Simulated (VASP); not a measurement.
Here is a VASP 6.6.1 calculation.

INCAR

```
PREC = Accurate
ENCUT = 520
EDIFF = 1E-6
ISMEAR = 0
SIGMA = 0.01
LREAL = False
LASPH = True
NELM = 100
ALGO = Normal
ISIF = 2
LWAVE = False
LCHARG = False
GGA = PE
IVDW = 2
LORBIT = 11
```

File KPOINTS:

```
regular mesh
0
Gamma
  1 1 1
```

File POSCAR:

```
TeH2
1.0
   11.0000000000      0.0000000000      0.0000000000
    0.0000000000     11.0000000000      0.0000000000
    0.0000000000      0.0000000000     10.0000000000
Te H
1 2
Direct
    0.5657545500      0.4415863600      0.5429100000
    0.5360000000      0.5891500000      0.5436200000
    0.4366090900      0.4146681800      0.4631800000
```

Potentials or basis: VASP PAW PBE potentials, release 64 (Te, H).

The run is started by

```sh
$ cat potpaw_PBE.64/Te/POTCAR potpaw_PBE.64/H/POTCAR > POTCAR
$ mpirun -np 1 vasp_gam > vasp.out
```

(1) What does it give for the Hirshfeld charges?

(2) What does it give for the dispersion energy per atom?

(3) What does it give for the largest force?

(4) Predict the gap between the frontier levels.

Results:

(1) Te +0.03; H -0.01 e.

(2) 0.000 eV.

(3) 0.496 eV/Å.

(4) 3.96 eV.

Caveat: spin-orbit coupling is left out, which moves the levels of the heavy elements.
